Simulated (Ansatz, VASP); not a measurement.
# One calculation of InAs, two programs

File INCAR:

```
PREC = Accurate
ENCUT = 520
EDIFF = 1E-7
ISMEAR = 0
SIGMA = 0.15
LREAL = F
LASPH = T
NELM = 100
ALGO = Normal
ISIF = 2
LWAVE = F
LCHARG = F
NBANDS = 16
```

The input KPOINTS:

```
regular mesh
0
Gamma
  14 14 14
```

The input POSCAR:

```
InAs
1.0
    0.0000000000      2.8773040000      2.8773040000
    2.8773040000      0.0000000000      2.8773040000
    2.8773040000      2.8773040000      0.0000000000
In As
1 1
Direct
    0.5000000000      0.5000000000      0.5000000000
    0.0000000000      0.0000000000      0.0000000000
```

Input for Ansatz:

```yaml
crystal:
  lattice:
    - [0.0, 2.877304, 2.877304]
    - [2.877304, 0.0, 2.877304]
    - [2.877304, 2.877304, 0.0]
  atoms:
    - { symbol: In, position: [0.5, 0.5, 0.5] }
    - { symbol: As, position: [0.0, 0.0, 0.0] }
basis:
  ecutwfc: 420
kpoints:
  mp_grid: { grid: [14, 14, 14] }
hamiltonian:
  xc: lda
scf:
  occupations: { method: gaussian, width: 0.15 }
output:
  forces: true
  stress: true
  eigenvalues: true
  write_density: true
  write_potential: true
  elf: true
  volumetric_format: npy
```

Measurements of this composition are mostly on another form, of space group No. 216.

Alike in both runs: task single point; functional LDA; k mesh 14 × 14 × 14; occupations gaussian, width 0.15 eV; no spin polarisation.

```csv
,VASP,Ansatz
version,VASP 6.6.1,Ansatz 0.2.0
potentials or method,"VASP PAW LDA potentials, release 64 (In_d, As)","scalar-relativistic, plane waves, PAW"
plane-wave cutoff (eV),520,420
valence electrons in the cell,18,28
```

Ansatz gave:

* gap on the k mesh at the Fermi level (eV): none
* pressure (GPa): -5.2

Estimate VASP's values.

gap on the k mesh at the Fermi level (eV): none; pressure (GPa): -5.0.

A gap of «none» marks a metal or a gap that the smearing closes. The two sets of potentials don't hold the same shells in valence.
